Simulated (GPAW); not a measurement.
CdSe (Cadmoselite):

```xyz
4
Lattice="4.3000 0.0000 0.0000 -2.1500 3.7239 0.0000 0.0000 0.0000 7.0200" Properties=species:S:1:pos:R:3 pbc="T T T"
Cd    2.1500    1.2413    3.5100
Cd    0.0000    2.4826    0.0000
Se    2.1500    1.2413    6.2127
Se    0.0000    2.4826    2.7027
```

Base run:

| Item | Value |
| --- | --- |
| Program | GPAW 26.7.0 |
| Functional | vdW-DF |
| Potentials or basis | GPAW PAW data sets (gpaw-data 1.2.1) |
| Cutoff | 600 eV |
| Basis | pw |
| k mesh | 5 × 5 × 3 |
| Occupations | fermi-dirac, width 0.05 eV |
| Spin | spin-orbit coupling, no magnetisation |

Its results: band gap on the k mesh 0.65 eV, direct; largest force 0.321 eV/Å.

The run is repeated on the same cell with these changes: functional from vdW-DF to C09-vdW; band points from 60 to 80. What comes out?

Band gap on the k mesh 0.46 eV, direct; largest force 0.289 eV/Å.

Caveats: spin-orbit coupling was added after a scalar SCF, so levels and gaps hold it while energy, forces, pressure and moments don't; this program's spin-orbit splittings come out too wide for heavy elements; the PAW data sets were made with another functional, which shifts forces and pressure a little.
